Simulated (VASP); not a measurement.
## Cu: RPA correlation energy with PBE

The system is Cu.

```
Cu
1.0
     0.00000    1.78511    1.78511
     1.78511    0.00000    1.78511
     1.78511    1.78511    0.00000
Cu
1
Direct
  0.00000 0.00000 0.00000
```

```yaml
Program: VASP 6.6.1
Task: RPA correlation energy
Functional: PBE
Potentials_or_basis: VASP PAW PBE potentials, release 64 (Cu_GW)
Cutoff: 450 eV
k_mesh: 8 × 8 × 8
Occupations: gaussian, width 0.05 eV
Spin: no spin polarisation
Cutoff_of_the_response_function: 250
Frequency_points: 12
Further_INCAR_settings: ALGO = ACFDT; EDIFF = 1e-08; NBANDS = 262
```

```
Band gap on the k mesh, mean-field level : none (metal or under the smearing width)
RPA correlation energy                   : -16.479 eV/atom
RPA total energy per cell                : -18.438 eV
RPA correlation energy per cell          : -16.479 eV
```

Levels at points of the mesh, in eV from the Fermi level:
| k point | band 2 | band 3 | band 4 | band 5 | band 6 | band 7 | band 8 | band 9 |
| --- | --- | --- | --- | --- | --- | --- | --- | --- |
| (0.00, 0.00, 0.00) | -3.04 | -3.04 | -3.04 | -2.16 | -2.16 | 23.02 | 25.84 | 25.84 |
| (0.50, 0.00, 0.00) | -3.08 | -3.08 | -1.56 | -1.56 | -1.05 | 4.03 | 21.48 | 22.64 |
| (0.50, 0.50, 0.00) | -4.53 | -1.58 | -1.40 | -1.40 | 1.53 | 7.46 | 13.41 | 13.41 |

Wall time 14 min on 1 thread of Intel(R) Xeon(R) 6975P-C (Granite Rapids), with other jobs on the host, peak memory 0.76 GiB.

Caveat: the k mesh is coarse (spacing up to 0.38 Å⁻¹), so the values aren't converged; the ground state has no gap, which makes the many-body step unreliable.
